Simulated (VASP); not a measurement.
Input of a VASP 6.6.1 run:

File run.py:

```python
from ase import Atoms
from ase.calculators.vasp import Vasp
from ase.dft.dos import DOS

atoms = Atoms(
    ['C', 'C'],
    cell=[[-0.002475, 1.733228, 1.771346], [1.769266, -0.025815, 1.794686], [1.787137, 1.774439, -0.043686]],
    scaled_positions=[[0.75, 0.75, 0.75], [0.5, 0.5, 0.5]],
    pbc=True,
)
calc = Vasp(
    directory='calc',
    pp='PBE',
    setups='recommended',
    prec='Accurate',
    encut=520,
    ediff=1e-06,
    ismear=-5,
    sigma=0.05,
    lreal=False,
    lasph=True,
    nelm=80,
    algo='Fast',
    isif=2,
    lwave=False,
    lcharg=False,
    gga='91',
    lorbit=10,
    kpts=[13, 13, 13],
    gamma=True,
    nbands=11,
)
atoms.calc = calc

print('energy (eV):', atoms.get_potential_energy())
print('free energy (eV):', atoms.get_potential_energy(force_consistent=True))
print('forces (eV/A):')
print(atoms.get_forces())
print('stress (eV/A^3, Voigt):', atoms.get_stress())
print('Fermi level (eV):', calc.get_fermi_level())
dos = DOS(calc, width=0.1, window=(-10, 10), npts=201)
print('E - E_F (eV), DOS (1/eV)')
for e, g in zip(dos.get_energies(), dos.get_dos()):
    print(f'{e:8.3f} {g:10.4f}')
```

Potentials or basis: VASP PAW PBE potentials, release 64 (C).

Run with:

```bash
$ python run.py
```

Task: Predict the largest force.

Result: 0.102 eV/Å.

Task: Estimate the band gap on the k mesh.

Result: 3.80 eV, indirect (least direct gap 4.81 eV).

Task: Predict the pressure.

Result: 3.5 GPa.

Forces on the atoms (eV/Å):
```
C    0.101  0.011  0.010
C   -0.101 -0.011 -0.010
```

Caveat: the PAW data sets were made with another functional, which shifts forces and pressure a little; an odd mesh through Γ misses points on the zone boundary, where band edges often lie.
